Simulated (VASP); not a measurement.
# Line-ups at interfaces of AlN, part 3 of 3

How do the bands of GaN, SiC and ZnO, strained to AlN, line up with those of AlN?

VASP 6.6.1, plane waves and PAW; the level of theory is named at each step.

So far. Step 6 (Bulk band edges, LDA): The run ends at a pressure of 0.88 GPa, with forces up to 6.9e-4 eV/Å.

### 9. Potential of the interface, LDA

The core potentials in the middle of each layer tie the two bulk scales together.

Level: LDA; plane waves and PAW (Al, N, C, Si).

File INCAR:

```
SYSTEM = AlSiCN
PREC = Accurate
ENCUT = 520
EDIFF = 1E-06
NELM = 120
ISMEAR = 0
SIGMA = 0.05
LREAL = Auto
ALGO = Normal
GGA = CA
NBANDS = 88
LASPH = .TRUE.
LORBIT = 11
LWAVE = .FALSE.
LCHARG = .TRUE.
KPAR = 4
NCORE = 2
LVHAR = .TRUE.
NEDOS = 1500
```

File POSCAR:

```
AlSiCN
1.0
    3.0916241270      0.0000000000      0.0000000000
    0.0000000000      4.9492496470      0.0000000000
    0.0000000000      0.0000000000     21.3175195860
Al N C Si
8 8 8 8
Direct
    0.0000000000      0.9979649036      0.0000179316
    0.0000000000      0.5110169685      0.0837835088
    0.5000000000      0.0072491564      0.1260502796
    0.5000000000      0.5069070944      0.2089085190
    0.0000000000      0.0069070944      0.2516143330
    0.0000000000      0.5072491564      0.3344725724
    0.5000000000      0.0110169685      0.3767393432
    0.5000000000      0.4979649036      0.4605049204
    0.0000000000      0.3896395122      0.9981114177
    0.0000000000      0.8901354499      0.0852708760
    0.5000000000      0.3895936079      0.1246399777
    0.5000000000      0.8887791252      0.2100139293
    0.0000000000      0.3887791252      0.2505089227
    0.0000000000      0.8895936079      0.3358828743
    0.5000000000      0.3901354499      0.3752519760
    0.5000000000      0.8896395122      0.4624114343
    0.0000000000      0.3685231187      0.5038326413
    0.0000000000      0.8684730359      0.5841884406
    0.5000000000      0.3702627301      0.6273472225
    0.5000000000      0.8692945566      0.7090450641
    0.0000000000      0.3692945566      0.7514779759
    0.0000000000      0.8702627301      0.8331758175
    0.5000000000      0.3684730359      0.8763345994
    0.5000000000      0.8685231187      0.9566903997
    0.0000000000      0.0056735037      0.5034338490
    0.0000000000      0.4886597975      0.5849650567
    0.5000000000      0.9927229877      0.6262365763
    0.5000000000      0.4911044517      0.7099787669
    0.0000000000      0.9911044517      0.7505442741
    0.0000000000      0.4927229877      0.8342864637
    0.5000000000      0.9886597975      0.8755579833
    0.5000000000      0.5056735037      0.9570891910
```

File KPOINTS:

```
Automatic mesh
0
Gamma
7 5 1
0 0 0
```

PAW data sets: Al, N, C and Si (LDA family, release 64).

Run with:

```sh
> mpirun -np 8 vasp_std
```

Log:

```text
[... set-up lines as in an earlier step ...]
 entering main loop
       N       E                     dE             d eps       ncg     rms          rms(c)
DAV:   1     0.437837899344E+03    0.43784E+03   -0.59144E+04  2112   0.131E+03
DAV:   2    -0.253888376265E+03   -0.69173E+03   -0.65905E+03  2656   0.248E+02
DAV:   3    -0.300165380156E+03   -0.46277E+02   -0.45920E+02  2608   0.647E+01
DAV:   4    -0.300911074868E+03   -0.74569E+00   -0.74341E+00  2584   0.907E+00
[...]
DAV:  13    -0.262676957785E+03    0.93498E-05   -0.80052E-05  2560   0.355E-02    0.227E-02
DAV:  14    -0.262676957782E+03    0.36216E-08   -0.27708E-05  2512   0.157E-02    0.108E-02
DAV:  15    -0.262676957615E+03    0.16658E-06   -0.27178E-06  1952   0.674E-03
   1 F= -.26267696E+03 E0= -.26267696E+03  d E =-.120136E-11
```

Elapsed: 2 min, on 8 MPI ranks of AMD EPYC 7R43, shared host; peak memory 2.2 GiB; 16 min of CPU time.

Parts of OUTCAR (step 9):

```text
  Total       -4.2515096      8.6080539     -0.7428436      0.0000000      0.0000000      0.0000000
  in kB      -20.8829105     42.2817391     -3.6487596      0.0000000      0.0000000      0.0000000
  external PRESSURE =       5.9166897 kB  Pullay stress =       0.0000000 kB

 POSITION                                       TOTAL-FORCE (eV/Angst)
 -----------------------------------------------------------------------------------
      0.00000      4.93918      0.00038         0.000000     -0.007052      0.008400
      0.00000      2.52915      1.78606         0.000000     -0.014421      0.010345
      1.54581      0.03588      2.68708         0.000000     -0.000599      0.005644
      1.54581      2.50881      4.45341         0.000000      0.020873     -0.005086
      0.00000      0.03418      5.36379         0.000000      0.020873      0.005086
      0.00000      2.51050      7.13013         0.000000     -0.000599     -0.005644
      1.54581      0.05453      8.03115         0.000000     -0.014421     -0.010345
      1.54581      2.46455      9.81682         0.000000     -0.007052     -0.008400
      0.00000      1.92842     21.27726         0.000000     -0.002547      0.014133
      0.00000      4.40550      1.81776         0.000000     -0.002169     -0.003874
      1.54581      1.92820      2.65702         0.000000     -0.006437     -0.010037
      1.54581      4.39879      4.47698         0.000000      0.019332     -0.001770
      0.00000      1.92416      5.34023         0.000000      0.019332      0.001770
      0.00000      4.40282      7.16019         0.000000     -0.006437      0.010037
[...]
-----------------------------------------------------------------------------------
    total drift:                                0.000000     -0.005519     -0.005096

  FREE ENERGIE OF THE ION-ELECTRON SYSTEM (eV)
  ---------------------------------------------------
  free  energy   TOTEN  =      -262.6769576151 eV

  energy  without entropy=     -262.6769576151  energy(sigma->0) =     -262.67695762

[... 2 parts as in an earlier step ...]

[... 1 further part left out ...]
[key lines of the parts left out:]
E-fermi :   8.4855
```

Read from the output:

| Quantity | Value |
| --- | --- |
| energy(sigma→0) of the program | -262.6770 eV |
| stress, compression positive | xx, yy, zz -2.09, 4.23, -0.36 GPa |

By hand, at LDA: the valence top lies 70.773 eV above the mean core potential (averaged over elements) in bulk AlN and 73.647 eV in strained SiC. In the interface cell the mean core potential in the middle of SiC less that in the middle of AlN is -1.083 eV. The valence offset is 73.647 − 70.773 + (-1.083) = 1.79 eV.

### 10. The table

Hybrid runs start from orbitals of a short LDA run, not shown.

Runs beyond LDA use the data sets made with LDA; this shifts their levels slightly, and their total energies have another zero.

The other members went through these steps as far as the tables show, with one cutoff; 19 runs are not shown, of which 1 ended short or failed. The session took 15 core hours (wall time by ranks) on a shared machine.

Line-up of core potentials from the interface at LDA; other levels change the bulk edges alone, each counted from the mean potential of its bulk cell. Gaps of the substrate: LDA 4.40 eV, HSE06 5.76 eV.

| partner | atoms | mean in-plane stress of the strained partner, tension positive (GPa) | gap of the whole cell (eV) | largest spread of the line-up between elements of one side (eV) |
| --- | --- | --- | --- | --- |
| GaN | 32 | -13.0 | 2.83 | 0.00 |
| SiC | 32 | -1.3 | 2.32 | 0.05 |
| ZnO | 32 | -6.8 | 0.22 | 0.03 |

At LDA:

| partner | valence-band top of the partner above the substrate's, LDA (eV) | conduction-band bottom of the partner above the substrate's, LDA (eV) | gap of the strained partner, LDA (eV) |
| --- | --- | --- | --- |
| GaN | 0.81 | -1.29 | 2.31 |
| SiC | 1.79 | -0.42 | 2.19 |
| ZnO | -0.11 | -3.71 | 0.80 |

At HSE06:

| partner | valence-band top of the partner above the substrate's, HSE06 (eV) | conduction-band bottom of the partner above the substrate's, HSE06 (eV) | gap of the strained partner, HSE06 (eV) |
| --- | --- | --- | --- |
| GaN | 0.94 | -1.17 | 3.65 |
| SiC | 2.03 | -0.48 | 3.25 |
| ZnO | -0.34 | -3.50 | 2.60 |

### 11. What came out

```
GaN, HSE06 : valence +0.94 eV, conduction -1.17 eV
SiC, HSE06 : valence +2.03 eV, conduction -0.48 eV
ZnO, HSE06 : valence -0.34 eV, conduction -3.50 eV
```

What this shows: Begun but not finished: BN. The cell with ZnO has a gap of 0.22 eV where the line-up gives 0.69 eV, a sign of interface states or fields. GaN at HSE06: its gap lies inside the substrate's (type I). SiC at HSE06: its gap lies inside the substrate's (type I). ZnO at HSE06: the edges are staggered (type II). Going from LDA to HSE06 moves the valence offsets of GaN, SiC and ZnO by -0.23 to 0.24 eV. Offsets and overlaps of about 0.3 eV or less are within the errors that the gaps of this level can carry, so their sign, and the type with it, is not secure. Spin-orbit coupling, which raises the valence tops by amounts that differ between the sides, is left out. GaN, SiC and ZnO are under more than 3 GPa of in-plane stress along one axis or both, more than a thick film would hold. Levels beyond the first ran on coarser meshes, which moves edges by some hundredths of an eV. The bounds that sort cases in this text are picked. The interfaces are ideal and a few layers thick: no intermixing, defects or band bending. All crystals are in the wurtzite form, joined along a non-polar plane.

[Lines on the potential files, build, host, timing and source positions are cut from VASP's logs without a mark.]

[Logs are printed without paths, hosts, clocks, repeated set-up lines and the standing remarks that a program may print on its own settings, such as how far it seeks lower states.]

[Hosts, paths, dates, database ids (printed as entryN), source tags and the programs' standing remarks are cut or masked in the printed files.]

[In band tables of VASP the shares of atoms and orbitals are scaled to a sum of 1 inside the atoms' spheres.]
